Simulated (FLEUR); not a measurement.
# BN (F-43m) in FLEUR: further runs, part 2 of 2

FLEUR MaX-R8.1 (later development tree). The steps go on from the part before.

### Step 3. Band structure, PBE+D3 (atoms moved at random)

The input, inp.xml:

```xml
<?xml version="1.0" encoding="UTF-8" standalone="no"?>
<fleurInput fleurInputVersion="0.39">
   <comment>
      BN                                                                                                  
   </comment>
   <calculationSetup>
      <cutoffs Kmax="5.22" Gmax="16.2" GmaxXC="16.2" numbands="0"/>
      <scfLoop itmax="50" minDistance="0.000001" maxIterBroyd="15" imix="Anderson" alpha="0.05" precondParam="0.0" spinf="2.0" sdNocoIR="T"/>
      <coreElectrons ctail="T" frcor="F" kcrel="0" coretail_lmax="0"/>
      <xcFunctional name="pbe" relativisticCorrections="F"/>
      <magnetism jspins="1"/>
      <soc l_soc="F" theta="0.0" phi="0.0" spav="F"/>
      <expertModes spex="0" secvar="F" vdW="D3"/>
      <geometryOptimization l_f="F" forcealpha="1.0" forcemix="BFGS" epsdisp="0.00001" epsforce="0.00001"/>
      <ldaU l_linMix="F" mixParam="0.05" spinf="1.0"/>
   </calculationSetup>
   <cell>
      <bzIntegration valenceElectrons="8.0" mode="hist" fermiSmearingEnergy="0.00183747">
         <kPointListSelection listName="default-1"/>
         <!-- k-points included here -->
         <xi:include xmlns:xi="http://www.w3.org/2001/XInclude" href="kpts.xml"> </xi:include>
      </bzIntegration>
      <!-- symmetry operations included here -->
      <xi:include xmlns:xi="http://www.w3.org/2001/XInclude" href="sym.xml"> </xi:include>
      <bulkLattice scale="1.0">
[... 29 lines left out ...]
            <stateOccupation state="(2p3/2)" spinUp="0.333333" spinDown="0.333333"/>
         </electronConfig>
         <energyParameters s="2" p="2" d="3" f="4"/>
         <lo type="SCLO" l="0" n="2" eDeriv="2"/>
         <lo type="SCLO" l="1" n="2" eDeriv="2"/>
         <lo type="SCLO" l="2" n="3" eDeriv="2"/>
      </species>
   </atomSpecies>
   <atomGroups>
      <atomGroup species="Nitrogen (N)">
         <relPos label="                   1">.2401120000 .2493350000 .2628610000</relPos>
         <force calculate="T" relaxXYZ="TTT"/>
      </atomGroup>
      <atomGroup species="Boron (B)">
         <relPos label="                   2">.0028340000 .0063430000 -.0063740000</relPos>
         <force calculate="T" relaxXYZ="TTT"/>
      </atomGroup>
   </atomGroups>
   <output dos="F" band="F" slice="F">
      <checks vchk="F" cdinf="F"/>
      <bandDOS minEnergy="-.5*Htr" maxEnergy="0.5*Htr" sigma="0.015" storeEVData="T"/>
      <vacuumDOS vacdos="F" integ="F" star="F" nstars="0" locx1="0.0" locy1="0.0" locx2="0.0" locy2="0.0" nstm="0" tworkf="0.0"/>
      <unfoldingBand unfoldBand="F" supercellX="1" supercellY="1" supercellZ="1"/>
      <plotting iplot="0" polar="F">
         <plot TwoD="T" vec1="  1.0  0.0  0.0" vec2="  0.0  1.0  0.0" vec3="  0.0  0.0  1.0" zero="  0.0  0.0  0.0" file="plot"/>
      </plotting>
      <chargeDensitySlicing numkpt="0" minEigenval="0.0" maxEigenval="0.0" nnne="0" pallst="F"/>
      <specialOutput eonly="F"/>
      <moessbauerParams electricFieldGradient="T" isomerShift="T" coreHyperfine="T" valenceHyperfine="T"/>
      <magneticCircularDichroism mcd="F" energyLo="-10.0" energyUp="0.0"/>
   </output>
  <!-- We include the file relax.xml here to enable relaxations (see documentation) -->
  <xi:include xmlns:xi="http://www.w3.org/2001/XInclude" href="relax.xml"> <xi:fallback/> </xi:include>
</fleurInput>
```

The input, crystal.txt:

```
BN
&input cartesian=F /
0.0000000000  1.8130010000  1.8130010000
1.8130010000  0.0000000000  1.8130010000
1.8130010000  1.8130010000  0.0000000000
1.8897261246
1.0 1.0 1.0

2
7 0.2401120000  0.2493350000  0.2628610000
5 0.0028340000  0.0063430000  -0.0063740000

&kpt div1=8 div2=8 div3=8 gamma=T /
```

The input, inp.xml (bands):

```
<?xml version="1.0" encoding="UTF-8" standalone="no"?>
<fleurInput fleurInputVersion="0.39">
   <comment>
      BN                                                                                                  
   </comment>
   <calculationSetup>
      <cutoffs Kmax="5.22" Gmax="16.2" GmaxXC="16.2" numbands="0"/>
      <scfLoop itmax="50" minDistance="0.000001" maxIterBroyd="15" imix="Anderson" alpha="0.05" precondParam="0.0" spinf="2.0" sdNocoIR="T"/>
      <coreElectrons ctail="T" frcor="F" kcrel="0" coretail_lmax="0"/>
      <xcFunctional name="pbe" relativisticCorrections="F"/>
      <magnetism jspins="1"/>
      <soc l_soc="F" theta="0.0" phi="0.0" spav="F"/>
      <expertModes spex="0" secvar="F" vdW="D3"/>
      <geometryOptimization l_f="F" forcealpha="1.0" forcemix="BFGS" epsdisp="0.00001" epsforce="0.00001"/>
      <ldaU l_linMix="F" mixParam="0.05" spinf="1.0"/>
   </calculationSetup>
   <cell>
      <bzIntegration valenceElectrons="8.0" mode="hist" fermiSmearingEnergy="0.00183747">
         <kPointListSelection listName="path-1"/>
         <!-- k-points included here -->
         <xi:include xmlns:xi="http://www.w3.org/2001/XInclude" href="kpts.xml"> </xi:include>
      </bzIntegration>
      <!-- symmetry operations included here -->
      <xi:include xmlns:xi="http://www.w3.org/2001/XInclude" href="sym.xml"> </xi:include>
      <bulkLattice scale="1.0">
         <bravaisMatrix>
[... 29 lines left out ...]
         </electronConfig>
         <energyParameters s="2" p="2" d="3" f="4"/>
         <lo type="SCLO" l="0" n="2" eDeriv="2"/>
         <lo type="SCLO" l="1" n="2" eDeriv="2"/>
         <lo type="SCLO" l="2" n="3" eDeriv="2"/>
      </species>
   </atomSpecies>
   <atomGroups>
      <atomGroup species="Nitrogen (N)">
         <relPos label="                   1">.2401120000 .2493350000 .2628610000</relPos>
         <force calculate="T" relaxXYZ="TTT"/>
      </atomGroup>
      <atomGroup species="Boron (B)">
         <relPos label="                   2">.0028340000 .0063430000 -.0063740000</relPos>
         <force calculate="T" relaxXYZ="TTT"/>
      </atomGroup>
   </atomGroups>
   <output dos="F" band="T" slice="F">
      <checks vchk="F" cdinf="F"/>
      <bandDOS minEnergy="-.5*Htr" maxEnergy="0.5*Htr" sigma="0.015" storeEVData="T"/>
      <vacuumDOS vacdos="F" integ="F" star="F" nstars="0" locx1="0.0" locy1="0.0" locx2="0.0" locy2="0.0" nstm="0" tworkf="0.0"/>
      <unfoldingBand unfoldBand="F" supercellX="1" supercellY="1" supercellZ="1"/>
      <plotting iplot="0" polar="F">
         <plot TwoD="T" vec1="  1.0  0.0  0.0" vec2="  0.0  1.0  0.0" vec3="  0.0  0.0  1.0" zero="  0.0  0.0  0.0" file="plot"/>
      </plotting>
      <chargeDensitySlicing numkpt="0" minEigenval="0.0" maxEigenval="0.0" nnne="0" pallst="F"/>
      <specialOutput eonly="F"/>
      <moessbauerParams electricFieldGradient="T" isomerShift="T" coreHyperfine="T" valenceHyperfine="T"/>
      <magneticCircularDichroism mcd="F" energyLo="-10.0" energyUp="0.0"/>
   </output>
  <!-- We include the file relax.xml here to enable relaxations (see documentation) -->
  <xi:include xmlns:xi="http://www.w3.org/2001/XInclude" href="relax.xml"> <xi:fallback/> </xi:include>
</fleurInput>
```

Potentials or basis: all-electron, FLAPW.

The run is started by

```sh
$ inpgen -f crystal.txt -profile fastHighL
$ # inp.xml edited to the form shown
$ fleur_MPI
$ fleur_MPI   # second run, on inp.xml (bands)
```

Run time: 2.1 min. Hardware: 1 thread of Arm Neoverse V1, shared host; peak memory 0.11 GiB.

The run converged, but runs of this kind are known to go wrong with this program or these potentials, so none of its numbers is taken as a property of the crystal.

Caveat: this program's D3 term has one parameter set for all functionals and differs from the reference program's by some per cent or more.

### Step 4. Equation of state, RPBE, 5.60 Å³/atom (volume scaled by 0.94)

Changes to inp.xml since step 3:

```diff
@@ -6,9 +6,9 @@
    <calculationSetup>
-      <cutoffs Kmax="5.22" Gmax="16.2" GmaxXC="16.2" numbands="0"/>
-      <scfLoop itmax="50" minDistance="0.000001" maxIterBroyd="15" imix="Anderson" alpha="0.05" precondParam="0.0" spinf="2.0" sdNocoIR="T"/>
+      <cutoffs Kmax="5.26" Gmax="16.3" GmaxXC="16.3" numbands="0"/>
+      <scfLoop itmax="60" minDistance="0.00001" maxIterBroyd="15" imix="Anderson" alpha="0.05" precondParam="0.0" spinf="2.0" sdNocoIR="T"/>
       <coreElectrons ctail="T" frcor="F" kcrel="0" coretail_lmax="0"/>
-      <xcFunctional name="pbe" relativisticCorrections="F"/>
+      <xcFunctional name="Rpbe" relativisticCorrections="F"/>
       <magnetism jspins="1"/>
       <soc l_soc="F" theta="0.0" phi="0.0" spav="F"/>
-      <expertModes spex="0" secvar="F" vdW="D3"/>
+      <expertModes spex="0" secvar="F"/>
       <geometryOptimization l_f="F" forcealpha="1.0" forcemix="BFGS" epsdisp="0.00001" epsforce="0.00001"/>
@@ -24,3 +24,3 @@
       <xi:include xmlns:xi="http://www.w3.org/2001/XInclude" href="sym.xml"> </xi:include>
-      <bulkLattice scale="1.0">
+      <bulkLattice scale="0.9795861087">
          <bravaisMatrix>
@@ -34,3 +34,3 @@
       <species name="Nitrogen (N)" element="N" atomicNumber="7">
-         <mtSphere radius="1.34" gridPoints="443" logIncrement="0.023"/>
+         <mtSphere radius="1.33" gridPoints="453" logIncrement="0.023"/>
          <atomicCutoffs lmax="8" lnonsphr="6"/>
@@ -48,3 +48,3 @@
       <species name="Boron (B)" element="B" atomicNumber="5">
-         <mtSphere radius="1.34" gridPoints="443" logIncrement="0.023"/>
+         <mtSphere radius="1.33" gridPoints="453" logIncrement="0.022"/>
          <atomicCutoffs lmax="8" lnonsphr="6"/>
@@ -64,3 +64,3 @@
       <atomGroup species="Nitrogen (N)">
-         <relPos label="                   1">.2401120000 .2493350000 .2628610000</relPos>
+         <relPos label="                   1">1.000/4.000 1.000/4.000 1.000/4.000</relPos>
          <force calculate="T" relaxXYZ="TTT"/>
@@ -68,3 +68,3 @@
       <atomGroup species="Boron (B)">
-         <relPos label="                   2">.0028340000 .0063430000 -.0063740000</relPos>
+         <relPos label="                   2">.0000000000 .0000000000 .0000000000</relPos>
          <force calculate="T" relaxXYZ="TTT"/>
```

Potentials or basis: all-electron, FLAPW.

The run is started by

```sh
$ inpgen -f crystal.txt -profile fastHighL
$ # inp.xml edited to the form shown
$ fleur_MPI
```

What it wrote:

```text
Welcome to FLEUR        (www.flapw.de)
      MaX-Release 8.1          (www.max-centre.eu)

 ========== k-point set info ==========
 Selected k-point list: default-1
 k-point list type: mesh
 13 x 13 x 13
 Number of k points: 84

 ------------Calculation Setup---------------------------
 Number of MPI-tasks      :            1
 Number of PE/node        :            1
 Number of OMP-threads    :            1
 Most efficient MPI parallelization for:
           1           2           3           4           6           7          12          14          21          28          42          84
 Additional eigenvalue parallelization possible
 Number of basis functions:          224
 Approximate size of matrices (H+S) per k-point:         0.001 GB
 --------------------------------------------------------
Nuclear radius smaller than smallest radial mesh point for atom type 2 -- skipping its core isomer shift
Nuclear radius smaller than smallest radial mesh point for atom type 2 -- skipping its isomer shift
 Iteration:     1   Distance:      30.14287410 me/bohr^3
Nuclear radius smaller than smallest radial mesh point for atom type 2 -- skipping its core isomer shift
Nuclear radius smaller than smallest radial mesh point for atom type 2 -- skipping its isomer shift
 Iteration:     2   Distance:      27.50003963 me/bohr^3
Nuclear radius smaller than smallest radial mesh point for atom type 2 -- skipping its core isomer shift
Nuclear radius smaller than smallest radial mesh point for atom type 2 -- skipping its isomer shift
 Iteration:     3   Distance:      11.66195703 me/bohr^3
Nuclear radius smaller than smallest radial mesh point for atom type 2 -- skipping its core isomer shift
Nuclear radius smaller than smallest radial mesh point for atom type 2 -- skipping its isomer shift
 Iteration:     4   Distance:       4.06359686 me/bohr^3
Nuclear radius smaller than smallest radial mesh point for atom type 2 -- skipping its core isomer shift
Nuclear radius smaller than smallest radial mesh point for atom type 2 -- skipping its isomer shift
 Iteration:     5   Distance:       1.19398193 me/bohr^3
Nuclear radius smaller than smallest radial mesh point for atom type 2 -- skipping its core isomer shift
Nuclear radius smaller than smallest radial mesh point for atom type 2 -- skipping its isomer shift
 Iteration:     6   Distance:       0.80649087 me/bohr^3
Nuclear radius smaller than smallest radial mesh point for atom type 2 -- skipping its core isomer shift
Nuclear radius smaller than smallest radial mesh point for atom type 2 -- skipping its isomer shift
 Iteration:     7   Distance:       0.27956186 me/bohr^3
Nuclear radius smaller than smallest radial mesh point for atom type 2 -- skipping its core isomer shift
Nuclear radius smaller than smallest radial mesh point for atom type 2 -- skipping its isomer shift
 Iteration:     8   Distance:       0.11554722 me/bohr^3
Nuclear radius smaller than smallest radial mesh point for atom type 2 -- skipping its core isomer shift
Nuclear radius smaller than smallest radial mesh point for atom type 2 -- skipping its isomer shift
 Iteration:     9   Distance:       0.03340830 me/bohr^3
Nuclear radius smaller than smallest radial mesh point for atom type 2 -- skipping its core isomer shift
Nuclear radius smaller than smallest radial mesh point for atom type 2 -- skipping its isomer shift
 Iteration:    10   Distance:       0.00285002 me/bohr^3
Nuclear radius smaller than smallest radial mesh point for atom type 2 -- skipping its core isomer shift
Nuclear radius smaller than smallest radial mesh point for atom type 2 -- skipping its isomer shift
 Iteration:    11   Distance:       0.00166018 me/bohr^3
Nuclear radius smaller than smallest radial mesh point for atom type 2 -- skipping its core isomer shift
Nuclear radius smaller than smallest radial mesh point for atom type 2 -- skipping its isomer shift
 Iteration:    12   Distance:       0.00011778 me/bohr^3
Nuclear radius smaller than smallest radial mesh point for atom type 2 -- skipping its core isomer shift
Nuclear radius smaller than smallest radial mesh point for atom type 2 -- skipping its isomer shift
 Iteration:    13   Distance:       0.00009158 me/bohr^3
Nuclear radius smaller than smallest radial mesh point for atom type 2 -- skipping its core isomer shift
Nuclear radius smaller than smallest radial mesh point for atom type 2 -- skipping its isomer shift
 Iteration:    14   Distance:       0.00000893 me/bohr^3

 ********************************************************************
 Run finished successfully
 Stop message:
   all done
 ********************************************************************
```

It took 27 s on 1 thread of Arm Neoverse V1, shared host; peak memory 0.08 GiB.

Results:

```
Free energy                                           : -2171.0611 eV
Band gap on the k mesh                                : 4.79 eV, indirect (least direct gap 9.27 eV)
Valence electrons inside the program's atomic spheres : N 3.26; B 1.05 (radii N 1.33, B 1.33 bohr)
```

Caveat: an odd mesh through Γ misses points on the zone boundary, where band edges often lie.

### Step 5. Equation of state, RPBE, 5.72 Å³/atom (volume scaled by 0.96)

Changes to inp.xml since step 4:

```diff
@@ -24,3 +24,3 @@
       <xi:include xmlns:xi="http://www.w3.org/2001/XInclude" href="sym.xml"> </xi:include>
-      <bulkLattice scale="0.9795861087">
+      <bulkLattice scale="0.9864848297">
          <bravaisMatrix>
```

The run is started by

```sh
$ inpgen -f crystal.txt -profile fastHighL
$ # inp.xml edited to the form shown
$ fleur_MPI
```

Run time: 27 s. Hardware: 1 thread of Arm Neoverse V1, shared host; peak memory 0.09 GiB.

It converged, with:

| Property | Result |
| --- | --- |
| Free energy | -2171.1009 eV |
| Band gap on the k mesh | 4.77 eV, indirect (least direct gap 9.17 eV) |
| Valence electrons inside the program's atomic spheres | N 3.24; B 1.03 (radii N 1.33, B 1.33 bohr) |

Caveat: an odd mesh through Γ misses points on the zone boundary, where band edges often lie.

### Step 6. Equation of state, RPBE, 5.96 Å³/atom

Changes to inp.xml since step 5:

```diff
@@ -24,3 +24,3 @@
       <xi:include xmlns:xi="http://www.w3.org/2001/XInclude" href="sym.xml"> </xi:include>
-      <bulkLattice scale="0.9864848297">
+      <bulkLattice scale="1.0000000000">
          <bravaisMatrix>
```

Potentials or basis: all-electron, FLAPW.

The run is started by

```sh
$ inpgen -f crystal.txt -profile fastHighL
$ # inp.xml edited to the form shown
$ fleur_MPI
```

It took 30 s on 1 thread of Arm Neoverse V1, shared host; peak memory 0.09 GiB.

It converged, with:

```yaml
Free_energy: -2171.1409 eV
Band_gap_on_the_k_mesh: 4.73 eV, indirect (least direct gap 8.97 eV)
Valence_electrons_inside_the_program's_atomic_spheres: N 3.21; B 1.00 (radii N 1.33, B 1.33 bohr)
```

Caveat: an odd mesh through Γ misses points on the zone boundary, where band edges often lie.

### Step 7. Equation of state, RPBE, 6.20 Å³/atom (volume scaled by 1.04)

Changes to inp.xml since step 6:

```diff
@@ -24,3 +24,3 @@
       <xi:include xmlns:xi="http://www.w3.org/2001/XInclude" href="sym.xml"> </xi:include>
-      <bulkLattice scale="1.0000000000">
+      <bulkLattice scale="1.0131594038">
          <bravaisMatrix>
```

The run is started by

```sh
$ inpgen -f crystal.txt -profile fastHighL
$ # inp.xml edited to the form shown
$ fleur_MPI
```

Run time: 31 s. Hardware: 1 thread of Arm Neoverse V1, shared host; peak memory 0.09 GiB.

It converged, with:

| Quantity | Value |
| --- | --- |
| Free energy | -2171.1358 eV |
| Band gap on the k mesh | 4.69 eV, indirect (least direct gap 8.78 eV) |
| Valence electrons inside the program's atomic spheres | N 3.18; B 0.97 (radii N 1.33, B 1.33 bohr) |

Caveat: an odd mesh through Γ misses points on the zone boundary, where band edges often lie.

### Step 8. Equation of state, RPBE, 6.32 Å³/atom (volume scaled by 1.06)

Changes to inp.xml since step 7:

```diff
@@ -24,3 +24,3 @@
       <xi:include xmlns:xi="http://www.w3.org/2001/XInclude" href="sym.xml"> </xi:include>
-      <bulkLattice scale="1.0131594038">
+      <bulkLattice scale="1.0196128224">
          <bravaisMatrix>
```

The run is started by

```sh
$ inpgen -f crystal.txt -profile fastHighL
$ # inp.xml edited to the form shown
$ fleur_MPI
```

It took 32 s on 1 thread of Arm Neoverse V1, shared host; peak memory 0.09 GiB.

The run converged. Its results:

```
Free energy                                           : -2171.1187 eV
Band gap on the k mesh                                : 4.67 eV, indirect (least direct gap 8.69 eV)
Valence electrons inside the program's atomic spheres : N 3.16; B 0.95 (radii N 1.33, B 1.33 bohr)
```

Caveat: an odd mesh through Γ misses points on the zone boundary, where band edges often lie.

### Step 9. Equation of state, RPBE

Potentials or basis: all-electron, FLAPW.

No new run: the results of the series are fitted here.

Results:

| Property | Result |
| --- | --- |
| Equilibrium volume | 6.05 Å³/atom |
| Bulk modulus | 359 GPa |
| Pressure derivative of the bulk modulus | 3.6 (rough: it moves with the points fitted) |

Energy against volume, from the lowest point:
```csv
volume (Å³/atom),energy (meV/atom)
5.602,39.88
5.721,20.00
5.959,0.00
6.198,2.53
6.317,11.10
```

### Step 10. Against experiment

Step 9. Measured bulk modulus of BN: 395 GPa (300 K; quoted in “Effect of nanostructuration on compressibility of cubic BN”, 2012, arxiv:1208.3664). This calculation gives 359 GPa (-9.1 %). The fit is for a static lattice scaled at fixed shape and fixed fractional positions.
